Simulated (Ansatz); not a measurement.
# InP: the cost of one run

Program: Ansatz 0.2.0. Level of theory: DFT PBEsol, scalar-relativistic, plane waves, PAW. These are calculated values, not measurements.

2 further runs of the same task are left out: 2 set aside as unsound or not needed.

**1. Starting point**

Symmetry: Fm-3m, No. 225, cubic system. The conventional cell has a = 5.710 Å, b = 5.710 Å, c = 5.710 Å, α = 90.00°, β = 90.00°, γ = 90.00°. In (site symmetry m-3m) has 6 P at 2.85 Å as nearest neighbours. Around P (site symmetry m-3m) lie 6 In at 2.85 Å.

Structure file:

```
In P
1.0
     0.00000    2.85500    2.85500
     2.85500    0.00000    2.85500
     2.85500    2.85500    0.00000
In P
1 1
Direct
  0.00000 0.00000 0.00000
  0.50000 0.50000 0.50000
```

Source of the structure: the Crystallography Open Database.

(A quick probe on a coarse mesh, which set the mesh and smearing, is not shown.)

**3. Full relaxation**

File input.yaml:

```yaml
crystal:
  lattice:
    - [0.0, 2.855, 2.855]
    - [2.855, 0.0, 2.855]
    - [2.855, 2.855, 0.0]
  atoms:
    - { symbol: In, position: [0.0, 0.0, 0.0] }
    - { symbol: P, position: [0.5, 0.5, 0.5] }
basis:
  ecutwfc: 420
kpoints:
  mp_grid: { grid: [12, 12, 12] }
hamiltonian:
  xc: pbesol
scf:
  occupations: { method: gaussian, width: 0.1 }
output:
  forces: true
  stress: true
  eigenvalues: true
  write_density: true
  write_potential: true
  elf: true
  volumetric_format: npy
relax:
  adjacent_minimum: "off"
  f_tol: 0.005
  max_steps: 80
  cell: { stress_tol: 0.05 }
```

Command:

```sh
ansatz run input.yaml --threads 4 --pin off --max-ram 10240MiB --backend cpu --events-out ev --progress --plain --runs-dir out
```

Q: Estimate wall time and peak memory on 4 threads of Arm Neoverse V1, shared host.

About 5 s, with a peak of 0.38 GiB.
